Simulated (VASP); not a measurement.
BN:

```
N B
1.0
     1.25112    0.72234    3.37293
    -1.25112    0.72234    3.37293
     0.00000   -1.44467    3.37293
N B
1 1
Direct
  0.66724 0.66724 0.66724
  0.00033 0.00033 0.00033
```

The cell is a database's computed one.

| Quantity | Value |
| --- | --- |
| Program | VASP 6.6.1 |
| Task | relaxation of cell and atoms |
| Functional | RPBE |
| Potentials or basis | VASP PAW PBE potentials, release 64 (N, B) |
| Cutoff | 600 eV |
| k mesh | 12 × 12 × 12 |
| Occupations | fermi-dirac, width 0.05 eV |
| Spin | no spin polarisation |

At the start: pressure 7.4 GPa; volume 9.14 Å³/atom.

How do energy, volume and symmetry change on relaxing?

Over 8 steps the energy falls by 26.4 meV/atom and the volume is 11.02 Å³/atom (+20.5 %); space group R3m (No. 160, to 0.05 Å).

The path:
```tsv
step	energy change (eV)	largest force (eV/Å)	pressure (GPa)	volume (Å³)
1	0.0000	0.0033	7.36	18.29
2	0.0153	0.0005	-8.72	19.42
3	-0.0105	0.0019	0.61	18.72
4	-0.0155	0.0032	0.57	18.93
5	-0.0281	0.0044	0.44	19.54
6	-0.0452	0.0013	0.26	20.78
7	-0.0489	0.0294	-0.43	23.24
8	-0.0528	0.0153	-0.01	22.03
```

Final structure:
```xyz
2
Lattice="1.2621 0.7287 3.9926 -1.2621 0.7287 3.9926 0.0000 -1.4574 3.9926" Properties=species:S:1:pos:R:3 pbc="T T T"
N     0.0000    0.0000    7.9902
B     0.0000    0.0000    0.0058
```

Caveat: the volume moved by over 15 % at a fixed basis, so the end points are rough; the PAW data sets were made with another functional, which shifts forces and pressure a little.
